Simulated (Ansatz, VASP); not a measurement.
## One calculation of BAs, two programs

The input POSCAR:

```
BAs
1.0
    0.0000000000      2.3918676074      2.3918676074
    2.3918676074      0.0000000000      2.3918676074
    2.3918676074      2.3918676074      0.0000000000
B As
1 1
Direct
    0.0000000000      0.0000000000      0.0000000000
    0.2500000000      0.2500000000      0.2500000000
```

File INCAR.step1:

```
SYSTEM = BAs
PREC     = Accurate       ! precision mode
ENCUT    = 520            ! plane-wave cutoff, eV
ISMEAR   = 0              ! smearing method
SIGMA    = 0.01           ! smearing width, eV
LREAL    = .FALSE.        ! projectors in reciprocal space
LASPH    = .TRUE.         ! aspherical terms in the spheres
NELM     = 80             ! most SCF steps
NBANDS   = 11             ! bands
GGA      = PE             ! functional
ALGO     = Normal         ! electronic algorithm
EDIFF    = 1E-4           ! SCF threshold, eV
LWAVE    = .TRUE.         ! write WAVECAR
LCHARG   = .FALSE.        ! write CHGCAR
```

Contents of INCAR.step2:

```
SYSTEM = BAs
PREC     = Accurate       ! precision mode
ENCUT    = 520            ! plane-wave cutoff, eV
EDIFF    = 1E-6           ! SCF threshold, eV
ISMEAR   = 0              ! smearing method
SIGMA    = 0.01           ! smearing width, eV
LREAL    = .FALSE.        ! projectors in reciprocal space
LASPH    = .TRUE.         ! aspherical terms in the spheres
NELM     = 80             ! most SCF steps
ALGO     = Normal         ! electronic algorithm
ISIF     = 2              ! what is computed and relaxed
LWAVE    = .FALSE.        ! write WAVECAR
LCHARG   = .TRUE.         ! write CHGCAR
METAGGA  = R2SCAN         ! meta-GGA
LMIXTAU  = .TRUE.       
LELF     = .TRUE.         ! ELF
LVHAR    = .TRUE.       
NBANDS   = 11             ! bands
ISTART   = 1
```

Contents of KPOINTS:

```
regular mesh
0
G
  8 8 8
  0 0 0
```

Input for Ansatz:

```yaml
crystal:
  lattice:
    - [0.0, 2.3918676074, 2.3918676074]
    - [2.3918676074, 0.0, 2.3918676074]
    - [2.3918676074, 2.3918676074, 0.0]
  atoms:
    - { symbol: B, position: [0.0, 0.0, 0.0] }
    - { symbol: As, position: [0.25, 0.25, 0.25] }
kpoints:
  mp_grid: { grid: [8, 8, 8] }
hamiltonian:
  xc: r2scan
scf:
  occupations: { method: fixed }
  n_extra_bands: 4
output:
  forces: true
  stress: true
  eigenvalues: true
```

Alike in both runs: task single point; functional r2SCAN; k mesh 8 × 8 × 8; no spin polarisation.

|  | VASP | Ansatz |
| --- | --- | --- |
| version | VASP 6.6.1 | Ansatz 0.2.0 |
| potentials or method | VASP PAW PBE potentials, release 64 (B, As) | plane waves, PAW |
| plane-wave cutoff (eV) | 520 | 500 |
| occupations | gaussian, width 0.01 eV | fixed |
| valence electrons in the cell | 8 | 18 |

|  | VASP | Ansatz | Ansatz less VASP |
| --- | --- | --- | --- |
| gap on the k mesh at the Fermi level (eV) | 1.39 | 1.39 | 0.000 |
| pressure (GPa) | 0.3 | 0.0 | -0.24 |

The two sets of potentials don't hold the same shells in valence.

Caveats: the PAW data sets were made with another functional, which shifts forces and pressure a little (VASP). A k mesh can miss the band edges.
